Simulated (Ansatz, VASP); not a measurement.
# NaCl: VASP beside Ansatz

```
CELL_PARAMETERS angstrom
0.00000 2.80270 2.80270
2.94592 0.00000 2.80270
2.94592 2.80270 0.00000
ATOMIC_POSITIONS crystal
Na 0.00000 0.00000 0.00000
Cl 0.50000 0.50000 0.50000
```

Change from the starting cell: uniaxial_x strain +5.1%.

Alike in both runs: task single point; functional PBE; k mesh 8 × 8 × 8; occupations fermi-dirac, width 0.02 eV; no spin polarisation.

|  | VASP | Ansatz |
| --- | --- | --- |
| version | VASP 6.6.1 | Ansatz 0.2.0 |
| potentials or method | VASP PAW PBE potentials, release 64 (Na_pv, Cl) | plane waves, PAW |
| plane-wave cutoff (eV) | 520 | 420 |
| valence electrons in the cell | 14 | 16 |

Ansatz gave:

| Item | Value |
| --- | --- |
| gap on the k mesh at the Fermi level (eV) | 4.97 |
| pressure (GPa) | 0.1 |
| largest component of the traceless stress (GPa) | 1.07 |

Question: Which values does VASP return?

Answer: gap on the k mesh at the Fermi level (eV): 4.97; pressure (GPa): 0.1; largest component of the traceless stress (GPa): 1.08.

The functional is the same, so the differences come from potentials, cutoffs and numerics. The two sets of potentials don't hold the same shells in valence.

A k mesh can miss the band edges.
